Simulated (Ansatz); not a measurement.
Crystal: NaI.

```
CELL_PARAMETERS angstrom
0.00000 3.23640 3.23640
3.23640 0.00000 3.23640
3.23640 3.23640 0.00000
ATOMIC_POSITIONS crystal
I 0.50000 0.50000 0.50000
Na 0.00000 0.00000 0.00000
```

Base run:

```yaml
Program: Ansatz 0.2.0
Functional: PBEsol
Potentials_or_basis: all-electron LAPW, scalar-relativistic
Cutoff: 133 eV (chosen from the basis error)
Basis_error_allowed: 0.001 eV/atom
k_mesh: 7 × 7 × 7
Occupations: fermi-dirac, width 0.05 eV
Spin: no spin polarisation
```

Its results: band gap on the k mesh 3.51 eV, direct; pressure -0.5 GPa.

Task: The run is repeated on the same cell with these changes: functional from PBEsol to LDA. What comes out?

Result: Band gap on the k mesh 3.33 eV, direct; pressure -1.6 GPa.

LDA binds more tightly than PBEsol, so the same cell stands under less pressure.

Caveats: spin-orbit coupling is left out, which moves the levels of the heavy elements.
